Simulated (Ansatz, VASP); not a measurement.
**Two plane-wave programs on NaF (Villiaumite)**

```
Na F
1.0
     0.00000    2.29755    2.29755
     2.29755    0.00000    2.29755
     2.29755    2.29755    0.00000
Na F
1 1
Direct
  0.00000 0.00000 0.00000
  0.50000 0.50000 0.50000
```

Alike in both runs: functional r2SCAN; k mesh 10 × 10 × 10; occupations fermi-dirac, width 0.02 eV; no spin polarisation.

Ansatz relaxed the structure, and its values are those at the end. VASP's run is a single point on that final structure, the one shown.

|  | VASP | Ansatz |
| --- | --- | --- |
| version | VASP 6.6.1 | Ansatz 0.2.0 |
| potentials or method | VASP PAW PBE potentials, release 64 (Na_pv, F) | PAW plane waves |
| plane-wave cutoff (eV) | 520 | 500 |
| valence electrons in the cell | 14 | 16 |

VASP gave:

* gap on the k mesh at the Fermi level (eV): 7.32
* pressure (GPa): -0.9

Problem. Estimate Ansatz's values.

Solution. gap on the k mesh at the Fermi level (eV): 7.28; pressure (GPa): 0.0.

The two sets of potentials don't hold the same shells in valence. Ansatz warned: «stress_scf_threshold_loose».

Caveats: the PAW data sets were made with another functional, which shifts forces and pressure a little (VASP). r2SCAN opens gaps a little over a GGA but as a rule still falls short of measured ones. A k mesh can miss the band edges.
